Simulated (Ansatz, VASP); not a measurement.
One calculation of In, two programs

The input INCAR:

```
SYSTEM = In
PREC = Accurate
ENCUT = 520
EDIFF = 1E-7
ISMEAR = -1
SIGMA = 0.05
LREAL = .FALSE.
LASPH = .TRUE.
NELM = 100
ALGO = Normal
ISIF = 2
LWAVE = .FALSE.
LCHARG = .FALSE.
GGA = PS
NBANDS = 20
```

Contents of KPOINTS:

```
regular mesh
0
G
  9 9 5
  0 0 0
```

Contents of POSCAR:

```
In
1.0
    3.3354847820      0.0000000000      0.0000000000
   -1.6677423910      2.8886145552      0.0000000000
    0.0000000000      0.0000000000      5.5091429200
In
2
Direct
    0.6700150000      0.3359070000      0.7490450000
    0.3203740000      0.6802210000      0.2562600000
```

The input input.yaml:

```yaml
crystal:
  lattice:
    - [3.335484782, 0.0, 0.0]
    - [-1.667742391, 2.8886145552, 0.0]
    - [0.0, 0.0, 5.50914292]
  atoms:
    - { symbol: In, position: [0.670015, 0.335907, 0.749045] }
    - { symbol: In, position: [0.320374, 0.680221, 0.25626] }
hamiltonian:
  xc: pbesol
  pseudopotentials: { kind: paw }
kpoints:
  mp_grid: { grid: [9, 9, 5] }
scf:
  occupations: { method: fermi_dirac, width: 0.05 }
output:
  forces: true
  stress: true
  eigenvalues: true
  write_density: true
  write_potential: true
  elf: true
  volumetric_format: npy
```

Change from the starting cell: atoms moved at random, drawn with an rms of 0.05 Å.

Alike in both runs: task single point; functional PBEsol; k mesh 9 × 9 × 5; occupations fermi-dirac, width 0.05 eV; no spin polarisation.

```csv
,VASP,Ansatz
version,VASP 6.6.1,Ansatz 0.2.0
potentials or method,"VASP PAW PBE potentials, release 64 (In_d)",Ansatz PAW
plane-wave cutoff (eV),520,420
valence electrons in the cell,26,26
```

```csv
,VASP,Ansatz,Ansatz less VASP
gap on the k mesh at the Fermi level (eV),none,none,-
pressure (GPa),-1.4,-1.3,+0.04
largest component of the traceless stress (GPa),0.15,0.16,0.000
rms of the force components (eV/Å),0.058,0.058,-0.0001
```

Atom by atom the forces differ by 0.000 eV/Å (rms over components). A gap of «none» marks a metal or a gap that the smearing closes.

Caveats: the PAW data sets were made with another functional, which shifts forces and pressure a little (VASP); the PAW data sets come from PBE, with cores solved anew for the run's functional, which leaves a small shift of forces and pressure (Ansatz).
